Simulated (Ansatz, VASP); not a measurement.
**One calculation of Cd, two programs**

File POSCAR:

```
Cd
1.0
   -2.7291817545      2.7291817545      1.4888190263
    2.7291817545     -2.7291817545      1.4888190263
    2.7291817545      2.7291817545     -1.4888190263
Cd
2
Direct
    0.0000000000      0.0000000000      0.0000000000
    0.7500000000      0.2500000000      0.5000000000
```

INCAR.step1

```
SYSTEM = Cd
ALGO = Normal ; EDIFF = 1E-4
ENCUT = 600 ; GGA = PE
ISMEAR = 0 ; LASPH = .TRUE.
LCHARG = .FALSE. ; LREAL = .FALSE.
LWAVE = .TRUE. ; NELM = 100
PREC = Accurate ; SIGMA = 0.1
```

The input INCAR.step2:

```
SYSTEM = Cd
ALGO = Normal ; EDIFF = 1E-6
EDIFFG = -0.04 ; ENCUT = 600
IBRION = 2 ; ISIF = 3
ISMEAR = 0 ; ISTART = 1
LASPH = .TRUE. ; LCHARG = .FALSE.
LMIXTAU = .TRUE. ; LREAL = .FALSE.
LWAVE = .FALSE. ; METAGGA = R2SCAN
NELM = 100 ; NSW = 90
PREC = Accurate ; SIGMA = 0.1
```

Contents of KPOINTS:

```
k-points
0
G
  6 6 6
  0 0 0
```

Input for Ansatz:

```yaml
crystal:
  lattice:
    - [-2.7291817545, 2.7291817545, 1.4888190263]
    - [2.7291817545, -2.7291817545, 1.4888190263]
    - [2.7291817545, 2.7291817545, -1.4888190263]
  atoms:
    - { symbol: Cd, position: [0.0, 0.0, 0.0] }
    - { symbol: Cd, position: [0.75, 0.25, 0.5] }
basis:
  ecutwfc: 500
kpoints:
  mp_grid: { grid: [6, 6, 6] }
hamiltonian:
  xc: r2scan
scf:
  occupations: { method: gaussian, width: 0.1 }
  lower_state_search: "off"
output:
  forces: true
  stress: true
  eigenvalues: true
relax:
  adjacent_minimum: "off"
  f_tol: 0.04
  max_steps: 70
  cell: { stress_tol: 0.4 }
```

Alike in both runs: task relaxation of cell and atoms; functional r2SCAN; k mesh 6 × 6 × 6; occupations gaussian, width 0.1 eV; no spin polarisation.

|  | VASP | Ansatz |
| --- | --- | --- |
| version | VASP 6.6.1 | Ansatz 0.2.0 |
| potentials or method | VASP PAW PBE potentials, release 64 (Cd) | scalar-relativistic, plane waves, PAW |
| plane-wave cutoff (eV) | 600 | 500 |
| valence electrons in the cell | 24 | 40 |

|  | VASP | Ansatz | Ansatz less VASP |
| --- | --- | --- | --- |
| gap on the k mesh at the Fermi level, each at its own relaxed structure (eV) | none | none | - |
| relaxed volume (Å³/atom) | 24.62 | 24.38 | -0.242 |
| relaxed cell length with the largest relative difference (Å) | 4.348 | 4.332 | -0.0161 |
| energy change over the relaxation (meV/atom) | -69 | -65 | +4.1 |

A gap of «none» marks a metal or a gap that the smearing closes. The two sets of potentials don't hold the same shells in valence.

Caveats: the k mesh is coarse (spacing up to 0.40 Å⁻¹), so the values aren't converged; the PAW data sets were made with another functional, which shifts forces and pressure a little (VASP).
